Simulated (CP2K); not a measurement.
# ZrB2 (P6/mmm) in CP2K: a series of runs

One crystal, ZrB2, is run at these levels: PBEsol, LDA, r2SCAN, PBE; tasks: band structure.

All numbers are computed with CP2K 2026.2; they aren't measurements. Logs are shortened: lines on timing, memory, paths and dates and some standing lists are left out, and cuts for length are marked.

### Step 1. The structure

Symmetry: P6/mmm, No. 191, hexagonal system. Conventional cell: a = 3.170 Å, b = 3.170 Å, c = 3.533 Å, α = 90.00°, β = 90.00°, γ = 120.00°. Around Zr (site symmetry 6/mmm) lie 12 B at 2.54 Å. B (site symmetry -6m2) has 3 B at 1.83 Å as nearest neighbours.

### Step 2. Band structure, PBEsol

Contents of zrb2_bands.inp:

```
&GLOBAL
  PROJECT zrb2_bands
  RUN_TYPE ENERGY_FORCE
  PRINT_LEVEL LOW
&END GLOBAL
&FORCE_EVAL
  METHOD QS
  STRESS_TENSOR ANALYTICAL
  &DFT
    BASIS_SET_FILE_NAME BASIS_MOLOPT_UZH
    POTENTIAL_FILE_NAME POTENTIAL_UZH
    &MGRID
      CUTOFF 450
      REL_CUTOFF 60
      NGRIDS 5
    &END MGRID
    &QS
      METHOD GPW
      EPS_DEFAULT 1.0E-10
    &END QS
    &KPOINTS
      SCHEME MONKHORST-PACK 10 10 8
      GAMMA_CENTERED T
      SYMMETRY T
      SYMMETRY_BACKEND SPGLIB
    &END KPOINTS
    &SCF
      SCF_GUESS ATOMIC
      EPS_SCF 1.0E-6
      MAX_SCF 100
      ADDED_MOS 15
      CHOLESKY OFF
      EPS_EIGVAL 1.0E-7
      &DIAGONALIZATION ON
        ALGORITHM STANDARD
      &END DIAGONALIZATION
      &MIXING ON
        METHOD BROYDEN_MIXING
        ALPHA 0.4
        BETA 1.5
        NBUFFER 8
      &END MIXING
      &SMEAR ON
        METHOD FERMI_DIRAC
        ELECTRONIC_TEMPERATURE [K] 580.226
      &END SMEAR
    &END SCF
    &XC
      &XC_FUNCTIONAL
        &GGA_X_PBE_SOL
        &END GGA_X_PBE_SOL
        &GGA_C_PBE_SOL
        &END GGA_C_PBE_SOL
      &END XC_FUNCTIONAL
    &END XC
    &PRINT
      &KPOINTS ON
      &END KPOINTS
      &MULLIKEN ON
      &END MULLIKEN
      &MO ON
        ENERGIES T
        OCCUPATION_NUMBERS T
        &EACH
          QS_SCF 0
        &END EACH
        ADD_LAST NUMERIC
      &END MO
      &BAND_STRUCTURE
        FILE_NAME bands.bs
        ADDED_MOS 4
        &KPOINT_SET
          UNITS B_VECTOR
          NPOINTS 6
          SPECIAL_POINT GAMMA 0.00000000 0.00000000 0.00000000
          SPECIAL_POINT M 0.50000000 0.00000000 0.00000000
          SPECIAL_POINT K 0.33333333 0.33333333 0.00000000
          SPECIAL_POINT GAMMA 0.00000000 0.00000000 0.00000000
          SPECIAL_POINT A 0.00000000 0.00000000 0.50000000
          SPECIAL_POINT L 0.50000000 0.00000000 0.50000000
          SPECIAL_POINT H 0.33333333 0.33333333 0.50000000
          SPECIAL_POINT A 0.00000000 0.00000000 0.50000000
        &END KPOINT_SET
        &KPOINT_SET
          UNITS B_VECTOR
          NPOINTS 6
          SPECIAL_POINT L 0.50000000 0.00000000 0.50000000
          SPECIAL_POINT M 0.50000000 0.00000000 0.00000000
        &END KPOINT_SET
        &KPOINT_SET
          UNITS B_VECTOR
          NPOINTS 6
          SPECIAL_POINT K 0.33333333 0.33333333 0.00000000
          SPECIAL_POINT H 0.33333333 0.33333333 0.50000000
        &END KPOINT_SET
      &END BAND_STRUCTURE
    &END PRINT
  &END DFT
  &SUBSYS
    &CELL
      A 3.1700000000 0.0000000000 0.0000000000
      B -1.5850000000 2.7453005300 0.0000000000
      C 0.0000000000 0.0000000000 3.5330000000
      PERIODIC XYZ
    &END CELL
    &COORD
      SCALED
      Zr  0.0000000000 0.0000000000 0.0000000000
      B   0.6666666667 0.3333333333 0.5000000000
      B   0.3333333333 0.6666666667 0.5000000000
    &END COORD
    &KIND Zr
      BASIS_SET TZVP-MOLOPT-PBE-GTH-q12
      POTENTIAL GTH-PBE-q12
    &END KIND
    &KIND B
      BASIS_SET TZVP-MOLOPT-PBE-GTH-q3
      POTENTIAL GTH-PBE-q3
    &END KIND
    &PRINT
      &ATOMIC_COORDINATES ON
      &END ATOMIC_COORDINATES
      &CELL ON
      &END CELL
    &END PRINT
  &END SUBSYS
  &PRINT
    &FORCES ON
    &END FORCES
    &STRESS_TENSOR ON
    &END STRESS_TENSOR
  &END PRINT
&END FORCE_EVAL
```

Potentials or basis: POTENTIAL_UZH Zr GTH-PBE-q12, B GTH-PBE-q3; TZVP-MOLOPT-PBE-GTH basis.

Run with:

```console
$ OMP_NUM_THREADS=1 cp2k.psmp -i zrb2_bands.inp -o zrb2_bands.out
```

zrb2_bands.out:

```text

 CP2K| version string:                                       CP2K version 2026.2
 CP2K| Input file name                                            zrb2_bands.inp

 GLOBAL| Force Environment number                                              1
 GLOBAL| Basis set file name                                    BASIS_MOLOPT_UZH
 GLOBAL| Potential file name                                       POTENTIAL_UZH
 GLOBAL| MM Potential file name                                     MM_POTENTIAL
 GLOBAL| Coordinate file name                                      __STD_INPUT__
 GLOBAL| Method name                                                        CP2K
 GLOBAL| Project name                                                 zrb2_bands
 GLOBAL| Run type                                                   ENERGY_FORCE
 GLOBAL| FFT library                                                       FFTW3
[... 8 lines left out ...]
 GLOBAL| CPU model name                                                  UNKNOWN

 CELL| Volume [angstrom^3]:                                            30.746295
 CELL| Vector a [angstrom]:       3.170     0.000     0.000   |a| =     3.170000
 CELL| Vector b [angstrom]:      -1.585     2.745     0.000   |b| =     3.170000
 CELL| Vector c [angstrom]:       0.000     0.000     3.533   |c| =     3.533000
 CELL| Angle (b,c), alpha [degree]:                                    90.000000
 CELL| Angle (a,c), beta  [degree]:                                    90.000000
 CELL| Angle (a,b), gamma [degree]:                                   120.000000
 CELL| Numerically orthorhombic:                                              NO
 CELL| Periodicity                                                           XYZ

 CELL_REF| Volume [angstrom^3]:                                        30.746295
 CELL_REF| Vector a [angstrom     3.170     0.000     0.000   |a| =     3.170000
 CELL_REF| Vector b [angstrom    -1.585     2.745     0.000   |b| =     3.170000
 CELL_REF| Vector c [angstrom     0.000     0.000     3.533   |c| =     3.533000
 CELL_REF| Angle (b,c), alpha [degree]:                                90.000000
 CELL_REF| Angle (a,c), beta  [degree]:                                90.000000
 CELL_REF| Angle (a,b), gamma [degree]:                               120.000000
 CELL_REF| Numerically orthorhombic:                                          NO
 CELL_REF| Periodicity                                                       XYZ
[... 10 lines left out ...]

  Total number of            - Atomic kinds:                                   2
                             - Atoms:                                          3
                             - Shell sets:                                     3
                             - Shells:                                        25
                             - Primitive Cartesian functions:                 17
                             - Cartesian basis functions:                     77
                             - Spherical basis functions:                     69

  Maximum angular momentum of- Orbital basis functions:                        3
                             - Local part of the GTH pseudopotential:          2
[... 126 lines left out ...]
  Hartree energy:                                              29.93909000150515
  Exchange-correlation energy:                                 -8.10648106587507
  Electronic entropic energy:                                  -0.00010066138074
  Fermi energy:                                                 0.46914095209253

  Total energy:                                               -52.35680593170857
  Total energy (extrapolated to T->0):                        -52.35675560101820

 MO| EIGENVALUES AND OCCUPATION NUMBERS FOR K POINT 1
 MO|
 MO|  Index      Eigenvalue [a.u.]        Eigenvalue [eV]             Occupation
 MO|      1              -1.296675             -35.284317               2.000000
 MO|      2              -0.512830             -13.954814               2.000000
 MO|      3              -0.506398             -13.779785               2.000000
 MO|      4              -0.497422             -13.535530               2.000000
 MO|      5               0.129553               3.525322               2.000000
 MO|      6               0.186839               5.084160               2.000000
[... 416 lines left out ...]
 MO|     23               1.342950              36.543528               0.000000
 MO|     24               1.378968              37.523619               0.000000
 MO| Sum:                                                              18.000003
 MO| E(Fermi):            0.469141 a.u.         12.765975 eV

 [... the levels of further k-points ...]

 !-----------------------------------------------------------------------------!
                     Mulliken Population Analysis

 #  Atom  Element  Kind  Atomic population                           Net charge
       1     Zr       1         11.498689                              0.501311
       2     B        2          3.251068                             -0.251068
       3     B        2          3.250243                             -0.250243
 # Total charge                             18.000000                  0.000000

 !-----------------------------------------------------------------------------!

 KPOINTS| Band Structure Calculation
 KPOINTS| Number of k-point sets                                               3
 KPOINTS| Number of added MOs/bands                                            4
 KPOINTS| Number of k-points in set    1                                      43
 KPOINTS| In units of b-vector [2pi/Bohr]
 KPOINTS| Special point     1       GAMMA     0.000000     0.000000     0.000000
 KPOINTS| Special point     2           M     0.500000     0.000000     0.000000
 KPOINTS| Special point     3           K     0.333333     0.333333     0.000000
 KPOINTS| Special point     4       GAMMA     0.000000     0.000000     0.000000
 KPOINTS| Special point     5           A     0.000000     0.000000     0.500000
 KPOINTS| Special point     6           L     0.500000     0.000000     0.500000
 KPOINTS| Special point     7           H     0.333333     0.333333     0.500000
 KPOINTS| Special point     8           A     0.000000     0.000000     0.500000
 KPOINTS| Number of k-points in set    2                                       7
 KPOINTS| In units of b-vector [2pi/Bohr]
 KPOINTS| Special point     1           L     0.500000     0.000000     0.500000
 KPOINTS| Special point     2           M     0.500000     0.000000     0.000000
 KPOINTS| Number of k-points in set    3                                       7
 KPOINTS| In units of b-vector [2pi/Bohr]
 KPOINTS| Special point     1           K     0.333333     0.333333     0.000000
 KPOINTS| Special point     2           H     0.333333     0.333333     0.500000

 ENERGY| Total FORCE_EVAL ( QS ) energy [hartree]            -52.356804434546113

 FORCES| Atomic forces [hartree/bohr]
 FORCES|   Atom     x               y               z               |f|
 FORCES|      1 -5.78707960E-09 -2.07793364E-08  4.49149724E-15   2.15701440E-08
 FORCES|      2 -3.54116213E-08  1.18884514E-07 -3.47980384E-16   1.24046405E-07
 FORCES|      3  2.63162159E-08 -8.50231155E-08 -1.29122468E-16   8.90026594E-08
 FORCES| Sum    -1.48824850E-08  1.30820625E-08  4.01439438E-15
 FORCES| Total atomic force                                       1.98148611E-08

 STRESS| Analytical stress tensor [bar]
 STRESS|                        x                   y                   z
 STRESS|      x       -1.74607892813E+04  -5.02198624097E-02  -9.80171829434E-10
 STRESS|      y       -5.02198624097E-02  -1.74569240290E+04   4.40756760085E-10
 STRESS|      z       -9.80171829434E-10   4.40756760085E-10  -1.14152704064E+04
 STRESS| 1/3 Trace                                            -1.54443279056E+04
 STRESS| Determinant                                          -3.47950765853E+12

 STRESS| Eigenvectors and eigenvalues of the analytical stress tensor [bar]
 STRESS|                        1                   2                   3
 STRESS| Eigenvalues  -1.74607899337E+04  -1.74569233766E+04  -1.14152704064E+04
 STRESS|      x           0.999915634713     -0.012989359366     -0.000000000000
 STRESS|      y           0.012989359366      0.999915634713      0.000000000000
 STRESS|      z           0.000000000000     -0.000000000000      1.000000000000
```

It took 2.2 min on 1 thread of Arm Neoverse V2, shared host; peak memory 0.41 GiB.

Results:

```yaml
Free_energy: -1424.7011 eV
Pressure: -1.5 GPa
Band_gap_on_the_k_mesh: none (metal or under the smearing width)
Mulliken_charges: Zr +0.50; B -0.25 e
```

Stress tensor (GPa, compression positive):
```
-1.75  0.00  0.00
 0.00 -1.75  0.00
 0.00  0.00 -1.14
```

Levels at the corners of the path, in eV from the Fermi level:
```csv
point,band 6,band 7,band 8,band 9,band 10,band 11,band 12,band 13
Γ,-2.55,-2.55,-2.55,-2.16,3.63,3.63,4.39,4.39
M,-8.29,-3.84,-2.93,-2.65,2.37,2.48,5.23,5.29
K,-7.59,-6.84,-2.39,-2.39,1.70,1.70,3.33,8.84
Γ,-2.55,-2.55,-2.55,-2.16,3.63,3.63,4.39,4.39
A,-6.84,-0.86,-0.86,0.42,0.42,0.90,0.90,1.98
L,-6.80,-4.54,-4.08,-1.77,3.96,4.41,5.64,6.58
H,-8.65,-4.75,-2.52,-2.52,4.34,6.36,6.36,6.89
A,-6.84,-0.86,-0.86,0.42,0.42,0.90,0.90,1.98
L,-6.80,-4.54,-4.08,-1.77,3.96,4.41,5.64,6.58
M,-8.29,-3.84,-2.93,-2.65,2.37,2.48,5.23,5.29
K,-7.59,-6.84,-2.39,-2.39,1.70,1.70,3.33,8.84
H,-8.65,-4.75,-2.52,-2.52,4.34,6.36,6.36,6.89
```

Caveat: Mulliken charges move with the basis; the potentials were made for another functional, which shifts forces and pressure; the basis of atomic orbitals isn't converged, which shifts pressures, moduli and gaps.

### Step 3. Band structure, LDA

Edit zrb2_bands.inp of step 2 so:

```diff
@@ -10,3 +10,3 @@
     BASIS_SET_FILE_NAME BASIS_MOLOPT_UZH
-    POTENTIAL_FILE_NAME POTENTIAL_UZH
+    POTENTIAL_FILE_NAME GTH_POTENTIALS
     &MGRID
@@ -14,3 +14,3 @@
       REL_CUTOFF 60
-      NGRIDS 5
+      NGRIDS 4
     &END MGRID
@@ -44,3 +44,3 @@
         METHOD FERMI_DIRAC
-        ELECTRONIC_TEMPERATURE [K] 580.226
+        ELECTRONIC_TEMPERATURE [K] 116.045
       &END SMEAR
@@ -49,6 +49,6 @@
       &XC_FUNCTIONAL
-        &GGA_X_PBE_SOL
-        &END GGA_X_PBE_SOL
-        &GGA_C_PBE_SOL
-        &END GGA_C_PBE_SOL
+        &LDA_X
+        &END LDA_X
+        &LDA_C_PW
+        &END LDA_C_PW
       &END XC_FUNCTIONAL
@@ -68,2 +68,7 @@
       &END MO
+      &LOWDIN ON
+      &END LOWDIN
+      &HIRSHFELD ON
+        SHAPE_FUNCTION DENSITY
+      &END HIRSHFELD
       &BAND_STRUCTURE
@@ -73,3 +78,3 @@
           UNITS B_VECTOR
-          NPOINTS 6
+          NPOINTS 8
           SPECIAL_POINT GAMMA 0.00000000 0.00000000 0.00000000
@@ -85,3 +90,3 @@
           UNITS B_VECTOR
-          NPOINTS 6
+          NPOINTS 8
           SPECIAL_POINT L 0.50000000 0.00000000 0.50000000
@@ -91,3 +96,3 @@
           UNITS B_VECTOR
-          NPOINTS 6
+          NPOINTS 8
           SPECIAL_POINT K 0.33333333 0.33333333 0.00000000
@@ -113,3 +118,3 @@
       BASIS_SET TZVP-MOLOPT-PBE-GTH-q12
-      POTENTIAL GTH-PBE-q12
+      POTENTIAL GTH-PADE-q12
     &END KIND
@@ -117,3 +122,3 @@
       BASIS_SET TZVP-MOLOPT-PBE-GTH-q3
-      POTENTIAL GTH-PBE-q3
+      POTENTIAL GTH-PADE-q3
     &END KIND
@@ -124,2 +129,4 @@
       &END CELL
+      &SYMMETRY ON
+      &END SYMMETRY
     &END PRINT
```

Potentials or basis: GTH_POTENTIALS Zr GTH-PADE-q12, B GTH-PADE-q3; TZVP-MOLOPT-PBE-GTH basis.

Run with:

```console
$ OMP_NUM_THREADS=1 cp2k.psmp -i zrb2_bands.inp -o zrb2_bands.out
```

zrb2_bands.out:

```text

 CP2K| version string:                                       CP2K version 2026.2
 CP2K| Input file name                                            zrb2_bands.inp

 GLOBAL| Force Environment number                                              1
 GLOBAL| Basis set file name                                    BASIS_MOLOPT_UZH
 GLOBAL| Potential file name                                      GTH_POTENTIALS
 GLOBAL| MM Potential file name                                     MM_POTENTIAL
 GLOBAL| Coordinate file name                                      __STD_INPUT__
 GLOBAL| Method name                                                        CP2K
 GLOBAL| Project name                                                 zrb2_bands
 GLOBAL| Run type                                                   ENERGY_FORCE
 GLOBAL| FFT library                                                       FFTW3
[... 8 lines left out ...]
 GLOBAL| CPU model name                                                  UNKNOWN

 CELL| Volume [angstrom^3]:                                            30.746295
 CELL| Vector a [angstrom]:       3.170     0.000     0.000   |a| =     3.170000
 CELL| Vector b [angstrom]:      -1.585     2.745     0.000   |b| =     3.170000
 CELL| Vector c [angstrom]:       0.000     0.000     3.533   |c| =     3.533000
 CELL| Angle (b,c), alpha [degree]:                                    90.000000
 CELL| Angle (a,c), beta  [degree]:                                    90.000000
 CELL| Angle (a,b), gamma [degree]:                                   120.000000
 CELL| Numerically orthorhombic:                                              NO
 CELL| Periodicity                                                           XYZ

 CELL_REF| Volume [angstrom^3]:                                        30.746295
[... 639 lines left out ...]
 KPOINTS| In units of b-vector [2pi/Bohr]
 KPOINTS| Special point     1       GAMMA     0.000000     0.000000     0.000000
 KPOINTS| Special point     2           M     0.500000     0.000000     0.000000
 KPOINTS| Special point     3           K     0.333333     0.333333     0.000000
 KPOINTS| Special point     4       GAMMA     0.000000     0.000000     0.000000
 KPOINTS| Special point     5           A     0.000000     0.000000     0.500000
 KPOINTS| Special point     6           L     0.500000     0.000000     0.500000
 KPOINTS| Special point     7           H     0.333333     0.333333     0.500000
 KPOINTS| Special point     8           A     0.000000     0.000000     0.500000
 KPOINTS| Number of k-points in set    2                                       9
 KPOINTS| In units of b-vector [2pi/Bohr]
 KPOINTS| Special point     1           L     0.500000     0.000000     0.500000
 KPOINTS| Special point     2           M     0.500000     0.000000     0.000000
 KPOINTS| Number of k-points in set    3                                       9
 KPOINTS| In units of b-vector [2pi/Bohr]
 KPOINTS| Special point     1           K     0.333333     0.333333     0.000000
 KPOINTS| Special point     2           H     0.333333     0.333333     0.500000

 ENERGY| Total FORCE_EVAL ( QS ) energy [hartree]            -53.011961934837892

 FORCES| Atomic forces [hartree/bohr]
 FORCES|   Atom     x               y               z               |f|
 FORCES|      1  1.72672279E-08 -9.10607416E-08  1.37484230E-14   9.26834172E-08
 FORCES|      2 -6.51795307E-08  1.41861953E-07  1.86193615E-16   1.56119137E-07
 FORCES|      3  4.79046106E-08 -5.07863856E-08 -1.09980919E-15   6.98148170E-08
 FORCES| Sum    -7.69225625E-12  1.48257768E-11  1.28348074E-14
 FORCES| Total atomic force                                       1.67025336E-11

 STRESS| Analytical stress tensor [bar]
 STRESS|                        x                   y                   z
 STRESS|      x       -1.01124813596E+05   1.15839017072E-01  -3.27144553269E-09
 STRESS|      y        1.15839017072E-01  -1.01126860359E+05   2.57469779304E-09
 STRESS|      z       -3.27144553269E-09   2.57469779304E-09  -8.83585085598E+04
 STRESS| 1/3 Trace                                            -9.68700608383E+04
 STRESS| Determinant                                          -9.03592535943E+14

 STRESS| Eigenvectors and eigenvalues of the analytical stress tensor [bar]
 STRESS|                        1                   2                   3
 STRESS| Eigenvalues  -1.01126866894E+05  -1.01124807061E+05  -8.83585085598E+04
 STRESS|      x          -0.056326506561      0.998412402096     -0.000000000000
 STRESS|      y           0.998412402096      0.056326506561      0.000000000000
 STRESS|      z          -0.000000000000      0.000000000000      1.000000000000
```

Run time: 2.2 min. Hardware: 1 thread of Arm Neoverse V2, shared host; peak memory 0.42 GiB.

Results:

```
Free energy            : -1442.5288 eV
Pressure               : -9.7 GPa
Band gap on the k mesh : none (metal or under the smearing width)
Mulliken charges       : Zr -1.19; B +0.59 e
Hirshfeld charges      : Zr +0.24; B -0.12 e
```

Stress tensor (GPa, compression positive):
```
-10.11   0.00   0.00
  0.00 -10.11   0.00
  0.00   0.00  -8.84
```

Levels at the corners of the path, in eV from the Fermi level:
```
point  band 7  band 8  band 9  band 10  band 11  band 12
    Γ   -2.50   -2.46   -2.18     3.50     3.50     4.27
    M   -3.76   -2.92   -2.55     2.39     2.42     5.04
    K   -6.77   -2.32   -2.32     1.69     1.69     3.26
    Γ   -2.50   -2.46   -2.18     3.50     3.50     4.27
    A   -0.84   -0.84    0.45     0.45     0.89     0.89
    L   -4.48   -3.99   -1.83     3.83     4.50     5.41
    H   -4.77   -2.52   -2.52     4.18     6.18     6.18
    A   -0.84   -0.84    0.45     0.45     0.89     0.89
    L   -4.48   -3.99   -1.83     3.83     4.50     5.41
    M   -3.76   -2.92   -2.55     2.39     2.42     5.04
    K   -6.77   -2.32   -2.32     1.69     1.69     3.26
    H   -4.77   -2.52   -2.52     4.18     6.18     6.18
```

Caveat: Mulliken charges move with the basis; the basis of atomic orbitals isn't converged, which shifts pressures, moduli and gaps.

(Continued in part 2 of 2.)
